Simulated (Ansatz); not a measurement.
Two G0W0 runs on HfS2/HfS2 (1T multilayer).

The cell holds 6 atoms: 2 Hf and 4 S. Its edges and angles: a = 3.617 Å, b = 3.617 Å, c = 40.600 Å, α = 90.0°, β = 90.0°, γ = 120.0°. Regions: layer 1 (HfS2), 3 atoms (1 Hf and 2 S); layer 2 (HfS2), 3 atoms (1 Hf and 2 S). Vacuum lies along c.

```xyz
6
Lattice="3.6166 0.0000 0.0000 -1.8083 3.1321 0.0000 0.0000 0.0000 40.6000" Properties=species:S:1:pos:R:3
Hf    0.0000    0.0000   17.4083
S     0.0000    2.0881   18.8604
S     1.8083    1.0440   15.9533
Hf    0.0000    0.0000   23.1917
S     0.0000    2.0881   24.6467
S     1.8083    1.0440   21.7396
```

The structure was relaxed with PBE-D3(BJ). The runs that relaxed it are not among those shown. Spin-orbit coupling is left out unless a run names it.

The first (Ansatz 0.2.0; start PBE, 6×6×1 mesh, 611 empty bands, screening to 70 eV, PAW set soft_1 files; 1 × NVIDIA H100 80GB HBM3 (shared by 6 runs) with 3 threads of AMD EPYC 7R13 (Zen 3), shared host) gave, on its mesh: starting gap 1.14 eV, G0W0 gap 2.09 eV, mean of 1 + 4πα/V (set by the cell height) 3.14, 36 s.

Q: The second changes empty bands from 611 to 244 and screening cutoff (eV) from 70.0 to 38. What does it give?

It gave: starting gap 1.14 eV, G0W0 gap 2.02 eV, mean of 1 + 4πα/V (set by the cell height) 3.17, 20 s. The G0W0 gap moves by −0.07 eV, +0.00 eV from the start and −0.07 eV from the correction. Σc changes by +0.30 eV at the valence top and +0.23 eV at the conduction bottom, and Σx − Vxc between them by +0.00 eV.

Limits: not at the basis limit; coarse mesh for a sheet; no spin-orbit coupling.

[Paths, hosts, dates, memory and timing lines, banners, echoed tables and standing remarks are left out of the program output.]

[Logs are printed without paths, hosts, clocks, repeated set-up lines and the standing remarks that a program may print on its own settings, such as how far it seeks lower states.]

[Runs of the session that timed out or met a known fault of the program may be left out.]

[Cells called generated may have been cut or substituted from an entry of the Crystallography Open Database or the Materials Project.]

[Hosts, paths, dates, database ids (printed as entryN), source tags and the programs' standing remarks are cut or masked in the printed files.]
